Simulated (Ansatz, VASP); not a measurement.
**One calculation of Cd3Se, two programs**

INCAR

```
ALGO = Normal
EDIFF = 1E-7
ENCUT = 520
GGA = PE
ISIF = 2
ISMEAR = -1
LASPH = T
LCHARG = F
LREAL = F
LWAVE = F
NBANDS = 29
NELM = 60
PREC = Accurate
SIGMA = 0.05
```

File KPOINTS:

```
k-points
0
Gamma
  9 9 9
```

File POSCAR:

```
Cd3Se
1.0
   -1.9992892073      1.9992892073      5.9628190106
    1.9992892073     -1.9992892073      5.9628190106
    1.9992892073      1.9992892073     -5.9628190106
Cd Se
3 1
Direct
    0.5000000000      0.5000000000      0.0000000000
    0.2500000000      0.7500000000      0.5000000000
    0.7500000000      0.2500000000      0.5000000000
    0.0000000000      0.0000000000      0.0000000000
```

The input input.yaml:

```yaml
crystal:
  lattice:
    - [-1.9992892073, 1.9992892073, 5.9628190106]
    - [1.9992892073, -1.9992892073, 5.9628190106]
    - [1.9992892073, 1.9992892073, -5.9628190106]
  atoms:
    - { symbol: Cd, position: [0.5, 0.5, 0.0] }
    - { symbol: Cd, position: [0.25, 0.75, 0.5] }
    - { symbol: Cd, position: [0.75, 0.25, 0.5] }
    - { symbol: Se, position: [0.0, 0.0, 0.0] }
hamiltonian:
  xc: pbe
  pseudopotentials: { kind: paw }
kpoints:
  mp_grid: { grid: [9, 9, 9] }
scf:
  occupations: { method: fermi_dirac, width: 0.05 }
output:
  forces: true
  stress: true
  eigenvalues: true
```

Change from the starting cell: volume scaled by 0.94.

Alike in both runs: task single point; functional PBE; k mesh 9 × 9 × 9; occupations fermi-dirac, width 0.05 eV; no spin polarisation.

|  | VASP | Ansatz |
| --- | --- | --- |
| version | VASP 6.6.1 | Ansatz 0.2.0 |
| potentials or method | VASP PAW PBE potentials, release 64 (Cd, Se) | Ansatz PAW |
| plane-wave cutoff (eV) | 520 | 420 |
| valence electrons in the cell | 42 | 76 |

```csv
,VASP,Ansatz,Ansatz less VASP
gap on the k mesh at the Fermi level (eV),none,none,-
pressure (GPa),2.5,2.2,-0.31
largest component of the traceless stress (GPa),0.56,0.37,-0.190
```

A gap of «none» marks a metal or a gap that the smearing closes. The two sets of potentials don't hold the same shells in valence.
